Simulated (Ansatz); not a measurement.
Runs of Ansatz 0.2.0 on SiC (Moissanite 6H). The structure is hexagonal, space group P6_3mc (No. 186). The conventional cell has a = 3.095 Å, b = 3.095 Å, c = 15.170 Å, α = 90.00°, β = 90.00°, γ = 120.00°. Si (site symmetry 3m) is surrounded by 4 C at 1.90 Å. Si (site symmetry 3m) has 4 C at 1.90 Å as nearest neighbours. Si (site symmetry 3m) is surrounded by 4 C at 1.90 Å. C (site symmetry 3m) has 4 Si at 1.90 Å as nearest neighbours. C (site symmetry 3m) is surrounded by 4 Si at 1.90 Å. C (site symmetry 3m) has 4 Si at 1.90 Å as nearest neighbours. 

```tsv
task	level	potentials or basis	cell	cutoff (eV)	points for each segment of the path	gap on the mesh (eV)	pressure (GPa)	relaxed volume (Å³/atom)	largest force (eV/Å)
band structure	LDA	JTH PAW LDA	as given	780	10	1.98	-7.6	-	0.14
band structure	BPBE	Ansatz PAW	as given	420	10	2.03	0.4	-	0.14
relaxation of cell and atoms	PBEsol+D3(BJ)	Ansatz PAW	relaxed	420	-	(a)	0.0	10.16	-
relaxation of cell and atoms	BLYP+D3(BJ)	Ansatz PAW	relaxed	420	-	2.33	0.0	(c)	-
single point	PBE	Ansatz PAW	as given	800	-	2.03	(b)	-	0.14
```

Alike in all rows: no spin polarisation; k mesh 10 × 10 × 2; smearing fermi-dirac 0.05 eV.

**Question.** Estimate the missing entries.

**Answer.** (a) 1.92; (b) 0.2; (c) 10.24.

Caveats: the PAW data sets come from PBE, with cores solved anew for the run's functional, which leaves a small shift of forces and pressure (some runs); the plane-wave basis is chosen anew once the cell has moved, so the energies of steps on either side of that aren't comparable (some runs).

A k mesh can miss the band edges.
